## How far can the gap be trusted?

Hafnium dioxide insulates the gate of many transistors. Its band gap matters there because leakage depends steeply on the energy barrier that an electron meets. A calculation of that gap needs an approximation for exchange and correlation, the functional. Does choosing a better one among the inexpensive functionals bring the gap close enough to reality?

Kohn-Sham band gaps of monoclinic HfO2 (12-atom cell, same fixed structure in every row), from plane-wave PAW calculations with VASP 6.6.1 without spin polarisation or spin-orbit coupling. The cutoff is 520 eV and the regular k mesh 5×5×5; the smearing is 0.05 eV wide, Fermi-Dirac for AM05 and Gaussian for the other functionals.

| functional | potentials | gap on path (eV) | direct gap on path (eV) |
| --- | --- | --- | --- |
| LDA | VASP PAW LDA potentials, recommended | 3.925 | 3.998 |
| PBE | VASP PAW PBE potentials, recommended | 4.113 | 4.184 |
| revPBE | VASP PAW PBE potentials, recommended | 4.174 | 4.244 |
| BLYP | VASP PAW PBE potentials, recommended | 4.156 | 4.225 |
| AM05 | VASP PAW PBE potentials, recommended | 4.036 | 4.108 |
| PW91 | VASP PAW PBE potentials, recommended | 4.104 | 4.174 |

The gap on path is the distance from the highest filled to the lowest empty level along the chosen lines of wave vectors. The direct gap on path requires both levels to have the same wave vector. The AM05 run used Fermi-Dirac smearing and the other five Gaussian smearing; with gaps this wide the difference does not matter. All six functionals are semilocal: at each point they use only the density there and, except in LDA, its gradient.

## What changing the functional does

At the same fixed structure, the gap grows from 3.93 eV in LDA to 4.17 eV in revPBE. The five functionals run with PBE potentials span only 0.14 eV. The step of 0.19 eV from LDA to PBE changes the potentials as well, so it is not purely an effect of the gradient. PW91 lies about 0.01 eV below PBE and BLYP about 0.02 eV below revPBE, on the path and on the mesh alike. These functionals were run with potentials built for PBE, however, so such small steps should not be read as a ranking of the functionals themselves.

The cleanest step is the one from PBE to revPBE, which widens the gap by 0.06 eV. Both multiply the LDA exchange energy density by a factor that grows with the reduced gradient, a measure of how fast the density changes relative to its own size. The two factors agree where this gradient is small, but revPBE allows a higher ceiling where it is large. The step is therefore expected to come from regions where the reduced gradient is of order one or larger.

## Why the bands keep their shape

First-order perturbation theory shows what such a change can do to a gap. Let the new functional alter the self-consistent potential by $\delta v$, the response of the density included. Each level then shifts by the average of $\delta v$ over its own density, and subtracting the two shifts gives

$$
\delta E_{\mathrm{gap}}\approx\int\left(|\psi_c|^2-|\psi_v|^2\right)\delta v\,d^3r ,
$$

where $\psi_c$ is the lowest empty state and $\psi_v$ the highest filled one. A uniform change of potential cancels. Only a difference between the places where the two states live can move the gap.

In this oxide the filled edge is mainly oxygen 2p and the empty edge mainly hafnium 5d, as is usual for closed-shell hafnium(IV). These states occupy different regions, so their shifts need not cancel. Two 5d states at different wave vectors are much more alike, as are two 2p states. The formula thus leads us to expect a modest change of the gap and very little change in the shape of each band edge.

The numbers agree with this picture. The direct gap lies about 0.07 eV above the indirect one in every row, and this distance varies by only 0.004 eV. On the mesh it varies by 0.009 eV. Both variations are small beside the spread of the gap itself, so the empty edge moves almost rigidly against the filled one. The test is narrow, though: it compares the bands at only a few wave vectors, and relative to its size the distance on the path changes by about 6%, as does the gap. The formula alone does not predict that the gap widens, because that would require the densities of the edge states.

## A sampling error as large as a change of functional

The same near-rigid shift helps with a practical problem. On the regular 5×5×5 mesh the gap comes out about 0.05 eV larger than on the path, nearly as much as the step from PBE to revPBE. An odd mesh centred on zero wave vector has no points on the zone boundary, so it can miss a band extremum there. In PBE the top of the filled bands lies at zero wave vector, which the mesh contains, so the level it misses is the bottom of the empty band. The path visits such points, although an extremum away from its lines could lower the gap further.

This excess varies by only about 0.001 eV between functionals, and by 0.007 eV for the direct gap. Two mesh gaps may therefore be compared with each other, and so may two path gaps. Comparing a mesh gap from one functional with a path gap from another would mix sampling with physics. Once the density is known, a path costs roughly in proportion to its number of points, which makes this error cheap to reduce.

## The error that all six share

The measured gap is roughly 5.5 to 6 eV, a rough recalled range. Against its lower end, PBE falls short by about 1.4 eV. The whole spread of the table is less than a fifth of even the smallest shortfall. Spin-orbit coupling and lattice motion are left out of the calculation, but both usually narrow the gap of such an oxide, so including them should not close the distance.

Theory places the main cause in what semilocal functionals have in common. The true gap is the cost of removing an electron from the crystal minus the energy gained by adding one elsewhere. The exact exchange-correlation potential jumps by a constant when an electron is added across the gap, and a semilocal potential has no such jump. In addition, each electron is partly repelled by its own charge, which pushes compact filled states such as oxygen 2p too high.

The hydrogen atom shows the second fault in its simplest form. Its single electron has no other electron to repel it, yet a semilocal functional puts its level at only about half the true binding energy. With spin polarisation the total energy is nevertheless far closer to the truth, and exchanging one gradient formula for another moves the level little compared with its error. The analogy covers a compact filled state; it leaves out the empty band and the screening by other electrons in the crystal.

## What a remedy costs

A hybrid functional replaces part of the semilocal exchange by exact exchange. This removes part of the self-repulsion and generally widens the gap. Its price follows from a count. The calculation treats 88 electrons of the cell explicitly, the inner ones being held in the potentials, hence $88/2=44$ filled orbitals, and the full mesh has $5\times5\times5=125$ points. Exact exchange couples each orbital to all filled orbitals at all these points, which gives $44\times125=5500$ pair terms for each orbital.

A semilocal functional needs one common potential in their place, and its gradient adds little work. The count is no ratio of running times, since symmetry and efficient algorithms reduce the work and other steps remain. It does show why moving from LDA to PBE is a minor expense and moving to a hybrid is a major one. The printed output after these notes lists this count and the differences used above.

## Choosing for a purpose

For the shape of the band edges, PBE is a sensible choice, and as far as these gaps show, the other five functionals would lead to nearly the same picture; the effect of spin-orbit coupling on the hafnium 5d edge was not tested. For a gap difference of about 0.1 eV, keep the functional, the potentials and the sampling the same throughout. The structure needs the same care: at this cell LDA pulls inwards with about 10 GPa, while BLYP pushes outwards with nearly as much. Relaxing the cell separately for each functional could change the spacing of the gaps, an effect not tested here.

The height of a leakage barrier is only a part of the gap, set by how the bands line up with those of the neighbouring material. A gap error above 1 eV is still too large a starting point for it, whichever row is chosen. That purpose justifies a hybrid or a quasiparticle calculation, checked against experiment and with spin-orbit coupling included.

Output of the analysis:

```
Gaps and differences in eV:
     row  gap on path  gap less PBE gap  direct less indirect  mesh gap less path gap
     LDA        3.925            -0.188                 0.073                  0.0507
     PBE        4.113                 0                 0.071                  0.0519
  revPBE        4.174             0.061                  0.07                  0.0519
    BLYP        4.156             0.043                 0.069                  0.0508
    AM05        4.036            -0.077                 0.072                  0.0516
    PW91        4.104            -0.009                  0.07                  0.0516
Spread of the gap over all six functionals (eV): 0.249
Spread over the five functionals with PBE potentials (eV): 0.138
Step LDA to PBE with change of potentials (eV): 0.188
Step LDA to AM05 with change of potentials (eV): 0.111
Step AM05 to PBE (eV): 0.077
Step PBE to revPBE (eV): 0.061
Step PW91 to PBE (eV): 0.009
Step BLYP to revPBE (eV): 0.018
Functionals within 0.1 eV of PBE with PBE itself counted: 5
Variation of the direct less indirect gap among functionals (eV): 0.004
Variation of the mesh less path gap among functionals (eV): 0.0012
PBE direct gap at Gamma less lowest direct gap on path (eV): 0.359
PBE shortfall against low end of rough measured range (eV): 1.387
PBE shortfall against high end of rough measured range (eV): 1.887
Smallest shortfall of any functional against low end (eV): 1.326
Spread of all functionals as percent of that smallest shortfall: 18.78
Pressure in LDA (GPa): -10.2
Pressure in AM05 (GPa): -4.56
Pressure in revPBE (GPa): 6.112
Pressure in BLYP (GPa): 9.573
Exchange pair terms for each orbital in a hybrid on the full mesh: 5500
```
